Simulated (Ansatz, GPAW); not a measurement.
## Ag: 3 runs at one level of theory

```xyz
1
Lattice="0.0000 2.0427 2.0427 2.0427 0.0000 2.0427 2.0427 2.0427 0.0000" Properties=species:S:1:pos:R:3 pbc="T T T"
Ag    0.0000    0.0000    0.0000
```

Alike in all runs: task band structure; functional RPBE; k mesh 11 × 11 × 11; occupations fermi-dirac, width 0.05 eV; no spin polarisation; no spin-orbit coupling. Pressure is positive in compression and, in plane waves, holds the error of the finite cutoff, which Ansatz's Pulay term estimates and takes out.

```
                                                    program and potentials  plane-wave cutoff (eV)                                                                                                                            notes  pressure (GPa)
                                                        Ansatz, Ansatz PAW                     420  potentials made for PBE, which Ansatz adapts in part; 19 valence electrons an atom on average; Pulay term of +0.08 GPa included            8.54
                            Ansatz, all-electron LAPW, scalar-relativistic                       -                                                                                                                                -            8.50
GPAW, the program's PAW data sets (release 1.2.1) made for this functional                     600                                                                                          17 valence electrons an atom on average            8.44
```

The pressure spans 8.44 (GPAW, the program's PAW data sets (release 1.2.1) made for this functional) to 8.54 GPa (Ansatz, Ansatz PAW), with all-electron results at 8.50. Some sets were made for another functional than the one run, which can shift their rows.

The functional is the same throughout but for its coding, so the spread measures potentials, basis and numerics; runs on potential files found faulty are left out.
